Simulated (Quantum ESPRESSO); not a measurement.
# In (Im-3m) in Quantum ESPRESSO: a series of runs, part 2 of 2

Quantum ESPRESSO 7.5. Earlier steps stand in the parts before.

## Step 3: Density of states, PBE, non-collinear spin, ferromagnetic start, spin-orbit coupling

pw.in

```
&CONTROL
  calculation = 'scf'
  prefix = 'pwscf'
  outdir = './tmp'
  pseudo_dir = './pseudo'
  tprnfor = .true.
  tstress = .true.
  disk_io = 'low'
/
&SYSTEM
  ibrav = 0
  A = 3.26062936
  nat = 1
  ntyp = 1
  ecutwfc = 82
  nbnd = 40
  occupations = 'smearing'
  smearing = 'gaussian'
  degauss = 0.01469973
  noncolin = .true.
  lspinorb = .true.
  starting_magnetization(1) = 0.0238
  angle1(1) = 54.74
  angle2(1) = 45
/
&ELECTRONS
  conv_thr = 2d-10
  electron_maxstep = 120
  mixing_beta = 0.3
/
ATOMIC_SPECIES
In   114.8180 In.upf
CELL_PARAMETERS alat
  -0.5773502696    0.5773502696    0.5773502696
   0.5773502696   -0.5773502696    0.5773502696
   0.5773502696    0.5773502696   -0.5773502696
ATOMIC_POSITIONS alat
In     0.0000000000    0.0000000000    0.0000000000
K_POINTS automatic
7 7 7 0 0 0
```

nscf.in

```
&CONTROL
  calculation = 'nscf'
  prefix = 'pwscf'
  outdir = './tmp'
  pseudo_dir = './pseudo'
  disk_io = 'low'
/
&SYSTEM
  ibrav = 0
  A = 3.26062936
  nat = 1
  ntyp = 1
  ecutwfc = 82
  nbnd = 40
  occupations = 'tetrahedra_opt'
  noncolin = .true.
  lspinorb = .true.
  starting_magnetization(1) = 0.0238
  angle1(1) = 54.74
  angle2(1) = 45
/
&ELECTRONS
  conv_thr = 1d-08
  electron_maxstep = 120
  mixing_beta = 0.3
/
ATOMIC_SPECIES
In   114.8180 In.upf
CELL_PARAMETERS alat
  -0.5773502696    0.5773502696    0.5773502696
   0.5773502696   -0.5773502696    0.5773502696
   0.5773502696    0.5773502696   -0.5773502696
ATOMIC_POSITIONS alat
In     0.0000000000    0.0000000000    0.0000000000
K_POINTS automatic
11 11 11 0 0 0
```

dos.in

```
&DOS
  prefix = 'pwscf'
  outdir = './tmp'
  fildos = 'dos.dat'
  Emin = -3
  Emax = 22
  DeltaE = 0.05
/
```

Potentials or basis: PseudoDojo 0.4 FR PBE stringent.

The run is started by

```sh
$ OMP_NUM_THREADS=1 pw.x -in pw.in > pw.out
$ OMP_NUM_THREADS=1 pw.x -in nscf.in > nscf.out
$ OMP_NUM_THREADS=1 dos.x -in dos.in > dos.out
```

pw.out:

```text
This program is part of the open-source Quantum ESPRESSO suite
     for quantum simulation of materials; please cite
         "P. Giannozzi et al., J. Phys.:Condens. Matter 21 395502 (2009);
         "P. Giannozzi et al., J. Phys.:Condens. Matter 29 465901 (2017);
         "P. Giannozzi et al., J. Chem. Phys. 152 154105 (2020);
     in publications or presentations arising from this work. More details at

     Fixed quantization axis for GGA:     0.577382    0.577382    0.577288
     Message from routine setup:
     using ibrav=0 with symmetry is DISCOURAGED, use correct ibrav instead

     G-vector sticks info
     --------------------
     sticks:   dense  smooth     PW     G-vecs:    dense   smooth      PW
     Sum         929     929    277                18053    18053    2899

     Using Slab Decomposition

     bravais-lattice index     =            0
     lattice parameter (alat)  =       6.1617  a.u.
     unit-cell volume          =     180.0856 (a.u.)^3
     number of atoms/cell      =            1
     number of atomic types    =            1
     number of electrons       =        21.00
     number of Kohn-Sham states=           40
     kinetic-energy cutoff     =      82.0000  Ry
     charge density cutoff     =     328.0000  Ry
     scf convergence threshold =      2.0E-10
     mixing beta               =       0.3000
     number of iterations used =            8  plain     mixing
     Exchange-correlation= PBE
                           (   1   4   3   4   0   0   0)
     Noncollinear calculation with spin-orbit

     celldm(1)=   6.161696  celldm(2)=   0.000000  celldm(3)=   0.000000
     celldm(4)=   0.000000  celldm(5)=   0.000000  celldm(6)=   0.000000

     crystal axes: (cart. coord. in units of alat)
               a(1) = (  -0.577350   0.577350   0.577350 )
               a(2) = (   0.577350  -0.577350   0.577350 )
               a(3) = (   0.577350   0.577350  -0.577350 )

     reciprocal axes: (cart. coord. in units 2 pi/alat)
               b(1) = ( -0.000000  0.866025  0.866025 )
[... 351 lines left out ...]

          k =-0.7423-0.1237-0.1237 (  2268 PWs)   bands (ev):

  -102.9539-102.9539 -66.0589 -66.0589 -59.4134 -59.4134 -59.4118 -59.4118
    -2.5609  -2.5609  -2.5538  -2.5538  -1.7572  -1.7572  -1.6569  -1.6569
    -1.5153  -1.5153  10.9946  10.9946  12.4307  12.4307  12.7050  12.7050
    17.6239  17.6240  19.9869  19.9869  20.0559  20.0559  28.3940  28.3940
    33.1423  33.1423  34.0875  34.0875  34.2642  34.2642  39.7478  39.7482
[... 147 lines left out ...]
  -102.9542-102.9542 -66.0577 -66.0577 -59.4126 -59.4126 -59.4087 -59.4087
    -2.5895  -2.5895  -2.5406  -2.5406  -1.7887  -1.7887  -1.6775  -1.6775
    -1.5469  -1.5469   7.7920   7.7920  11.2499  11.2499  16.9634  16.9634
    18.4950  18.4950  23.7864  23.7864  24.6636  24.6636  25.5253  25.5253
    27.4300  27.4300  35.0557  35.0557  36.2716  36.2716  37.0153  37.0153

          k =-0.1237 0.4949-0.1237 (  2255 PWs)   bands (ev):

  -102.9542-102.9542 -66.0577 -66.0577 -59.4122 -59.4122 -59.4093 -59.4093
    -2.5746  -2.5746  -2.5338  -2.5338  -1.7758  -1.7758  -1.6667  -1.6667
    -1.5934  -1.5934   7.3181   7.3181  13.5096  13.5096  14.6111  14.6111
    19.7011  19.7011  21.5229  21.5229  24.5924  24.5924  27.0127  27.0127
    29.6162  29.6162  30.5238  30.5238  35.7654  35.7654  37.7898  37.7898

          k = 0.1237 0.4949 0.1237 (  2255 PWs)   bands (ev):

  -102.9542-102.9542 -66.0577 -66.0577 -59.4122 -59.4122 -59.4093 -59.4093
    -2.5746  -2.5746  -2.5338  -2.5338  -1.7758  -1.7758  -1.6667  -1.6667
    -1.5934  -1.5934   7.3181   7.3181  13.5096  13.5096  14.6111  14.6111
    19.7011  19.7011  21.5229  21.5229  24.5924  24.5924  27.0127  27.0127
    29.6162  29.6162  30.5238  30.5238  35.7654  35.7654  37.7898  37.7900

          k = 0.7423-0.2474-0.2474 (  2255 PWs)   bands (ev):

  -102.9541-102.9541 -66.0581 -66.0581 -59.4130 -59.4130 -59.4098 -59.4098
    -2.5743  -2.5743  -2.5314  -2.5314  -1.7927  -1.7927  -1.6421  -1.6420
    -1.5671  -1.5671   9.6135   9.6135  10.7747  10.7747  13.7072  13.7072
    19.7504  19.7504  22.8361  22.8361  23.9378  23.9378  24.7286  24.7286
    29.7097  29.7097  34.6167  34.6167  35.5367  35.5367  39.6386  39.6386
[... 11 lines left out ...]
  -102.9540-102.9540 -66.0585 -66.0585 -59.4129 -59.4129 -59.4111 -59.4111
    -2.5623  -2.5623  -2.5394  -2.5393  -1.7611  -1.7611  -1.6667  -1.6667
    -1.5476  -1.5476   9.1280   9.1280  12.5604  12.5604  15.0903  15.0903
    16.7992  16.7992  19.9089  19.9089  22.8528  22.8528  28.4489  28.4489
    29.2558  29.2558  33.5387  33.5387  35.1994  35.1994  39.3039  39.3039

          k = 0.7423-0.1237-0.1237 (  2268 PWs)   bands (ev):

  -102.9539-102.9539 -66.0589 -66.0589 -59.4134 -59.4134 -59.4118 -59.4118
    -2.5609  -2.5609  -2.5538  -2.5538  -1.7572  -1.7572  -1.6569  -1.6569
    -1.5153  -1.5153  10.9946  10.9946  12.4307  12.4307  12.7050  12.7050
    17.6239  17.6240  19.9869  19.9869  20.0559  20.0559  28.3940  28.3940
    33.1423  33.1423  34.0875  34.0875  34.2642  34.2642  39.7477  39.7481

     the Fermi energy is    12.5914 ev

!    total energy              =    -398.84454027 Ry
     estimated scf accuracy    <          4.3E-11 Ry
     smearing contrib. (-TS)   =      -0.00091353 Ry
     internal energy E=F+TS    =    -398.84362674 Ry

     The total energy is F=E-TS. E is the sum of the following terms:
     one-electron contribution =    -238.97741162 Ry
     hartree contribution      =     121.82690242 Ry
     xc contribution           =     -56.12441858 Ry
     ewald contribution        =    -225.56869896 Ry

     total magnetization       =    -0.00    -0.00    -0.00 Bohr mag/cell
     absolute magnetization    =     0.00 Bohr mag/cell

     convergence has been achieved in  10 iterations

     Forces acting on atoms (cartesian axes, Ry/au):

     atom    1 type  1   force =     0.00000000    0.00000000    0.00000000

     Total force =     0.000000     Total SCF correction =     0.000000

     Computing stress (Cartesian axis) and pressure

          total   stress  (Ry/bohr**3)                   (kbar)     P=       15.16
   0.00010308  -0.00000000  -0.00000000           15.16       -0.00       -0.00
  -0.00000000   0.00010308  -0.00000000           -0.00       15.16       -0.00
  -0.00000000  -0.00000000   0.00010308           -0.00       -0.00       15.16

=------------------------------------------------------------------------------=
   JOB DONE.
=------------------------------------------------------------------------------=
```

Run time: 6 min. Hardware: 1 thread of Arm Neoverse V1, shared host; peak memory 0.44 GiB.

Results:

```yaml
Free_energy: -5426.5564 eV
Pressure: 1.5 GPa
Band_gap_on_the_k_mesh: none (metal or under the smearing width)
Net_moment: 0.00 μB per cell
Absolute_moment: 0.00 μB per cell
```

Levels at points of the mesh, in eV from the Fermi level:
| k point | band 18 | band 19 | band 20 | band 21 | band 22 | band 23 | band 24 | band 25 |
| --- | --- | --- | --- | --- | --- | --- | --- | --- |
| (0.00, 0.00, 0.00) | -14.26 | -9.53 | -9.53 | 10.04 | 10.04 | 11.13 | 11.13 | 11.13 |

States per cell in windows of 0.5 eV (zero at the Fermi level; states under -8 eV left out):
| from (eV) | total |
| --- | --- |
| -8.0 | 0.10 |
| -7.5 | 0.12 |
| -7.0 | 0.13 |
| -6.5 | 0.14 |
| -6.0 | 0.15 |
| -5.5 | 0.16 |
| -5.0 | 0.18 |
| -4.5 | 0.22 |
| -4.0 | 0.23 |
| -3.5 | 0.19 |
| -3.0 | 0.16 |
| -2.5 | 0.15 |
| -2.0 | 0.20 |
| -1.5 | 0.24 |
| -1.0 | 0.26 |
| -0.5 | 0.22 |
| 0.0 | 0.23 |
| 0.5 | 0.26 |
| 1.0 | 0.27 |
| 1.5 | 0.29 |
| 2.0 | 0.27 |
| 2.5 | 0.27 |
| 3.0 | 0.27 |
| 3.5 | 0.28 |
| 4.0 | 0.28 |
| 4.5 | 0.29 |
| 5.0 | 0.31 |
| 5.5 | 0.33 |
| 6.0 | 0.34 |
| 6.5 | 0.46 |
| 7.0 | 0.45 |
| 7.5 | 0.33 |

Moments on the atoms (μB; x, y, z):
```
In  0.00 0.00 0.00
```

Caveat: the k mesh is coarse; non-collinear GGA energies in this program can be off by tens of meV an atom and hang on the start.
